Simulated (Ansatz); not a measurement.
**WS2: a jump of H**

Theory: DFT PBE, scalar-relativistic, plane waves, PAW in Ansatz. Run with 420 eV cutoff, 3×3×3 k-mesh, Gaussian smearing of 0.02 eV, no spin polarisation.

Host crystal, relaxed:

```xyz
3
Lattice="1.5939 0.9202 7.4744 -1.5939 0.9202 7.4744 0.0000 -1.8404 7.4744" Properties=species:S:1:pos:R:3 pbc="T T T"
W     0.0000    0.0000    0.0152
S     0.0000    0.0000    9.0607
S     0.0000    0.0000    5.9186
```

In a supercell of 12 host sites with charge -1, interstitial H hops to an equivalent place, moving 0.78 Å between the relaxed ends. Climbing-image nudged elastic band at fixed cell with images 0 (start) to 6 (end), the path measured over all atoms, converged to 0.05 eV/Å; the order of the saddle wasn't checked, and the small cell leaves errors of about a tenth of an eV. Zero-point motion and tunnelling, which matter for H, are left out.

Supercell rows in host cell vectors: 2 0 -2; 0 2 -2; 1 1 -1. H was set at (0.031, 0.031, 0.406) of the host cell.

At the relaxed start H has 1 S at 1.45 Å, 2 S at 2.48 Å, 2 W at 3.11 Å.

Spin-orbit coupling is left out, which matters for the bands and energies of heavy elements.

Task: What barrier does the band give, and what surrounds the atom at the top?

Result: 0.30 eV at image 3, where H has 2 S at 1.93 Å, 1 S at 2.45 Å, 1 W at 3.07 Å.

Cost: 1 run of about 9.8 core-minutes, on Intel Xeon Platinum 8175M (Skylake/Cascade Lake) (shared hosts).